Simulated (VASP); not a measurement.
Write the native input for VASP 6.6.1 that does the following.

- Task: relaxation of cell and atoms
- Functional: PBE
- Potentials or basis: VASP PAW PBE potentials, release 64 (Cu, O)
- Cutoff: 520 eV
- k mesh: 8 × 8 × 8
- Occupations: gaussian, width 0.02 eV
- Spin: collinear spin, ferromagnetic start
- Starting moments: [1, 1, 1, 1, 0, 0] μB
- Further INCAR settings: ALGO = Normal; EDIFF = 1e-07; IBRION = 2; EDIFFG = -0.002; NSW = 80; ISIF = 3

The structure of Cu2O lies in POSCAR:

```
Cu2O
1.0
    4.2600000000      0.0000000000      0.0000000000
    0.0000000000      4.2600000000      0.0000000000
    0.0000000000      0.0000000000      4.2600000000
Cu O
4 2
Direct
    0.2500000000      0.2500000000      0.2500000000
    0.2500000000      0.7500000000      0.7500000000
    0.7500000000      0.7500000000      0.2500000000
    0.7500000000      0.2500000000      0.7500000000
    0.0000000000      0.0000000000      0.0000000000
    0.5000000000      0.5000000000      0.5000000000
```

One way to write it, as run:

INCAR

```
SYSTEM = Cu2O
PREC     = Accurate       ! precision mode
ENCUT    = 520            ! plane-wave cutoff, eV
EDIFF    = 1E-7           ! SCF threshold, eV
ISMEAR   = 0              ! smearing method
SIGMA    = 0.02           ! smearing width, eV
LREAL    = .False.        ! projectors in reciprocal space
LASPH    = .True.         ! aspherical terms in the spheres
NELM     = 120            ! most SCF steps
ALGO     = Normal         ! electronic algorithm
ISIF     = 3              ! what is computed and relaxed
LWAVE    = .False.        ! write WAVECAR
LCHARG   = .False.        ! write CHGCAR
ISPIN    = 2              ! spin polarisation
MAGMOM   = 1 1 1 1 0 0    ! initial moments
LORBIT   = 11             ! projections on sites
LMAXMIX  = 4              ! l up to which the mixer works
GGA      = PE             ! functional
IBRION   = 2              ! ionic algorithm
NSW      = 80             ! ionic steps
EDIFFG   = -0.002         ! ionic threshold
KPAR     = 8
```

KPOINTS

```
Automatic mesh
0
Gamma
  8 8 8
  0 0 0
```

Potentials or basis: VASP PAW PBE potentials, release 64 (Cu, O).

The run is started by

```console
$ cat potpaw_PBE.64/Cu/POTCAR potpaw_PBE.64/O/POTCAR > POTCAR
$ mpirun -np 8 vasp_std > vasp.out
```

Results of the run:

```yaml
Relaxed_volume: 13.32 Å³/atom
Relaxed_cell: a = 4.307 Å, b = 4.307 Å, c = 4.307 Å, α = 90.00°, β = 90.00°, γ = 90.00°
Space_group_after_relaxing_to_0.05_Å: Pn-3m (No. 224)
Energy_gained_by_relaxing: 5.2 meV/atom
Ionic_steps: 3
Pressure_after_relaxing: 0.0 GPa
Band_gap_on_the_k_mesh: 0.47 eV, direct
Net_moment: 0.00 μB per cell
Valence_electrons_inside_the_program's_atomic_spheres: Cu 9.94; O 5.01
```

Run time: 93 s on 8 MPI ranks on Intel(R) Xeon(R) Platinum 8488C (Sapphire Rapids), with other jobs on the host, peak memory 0.32 GiB a rank.
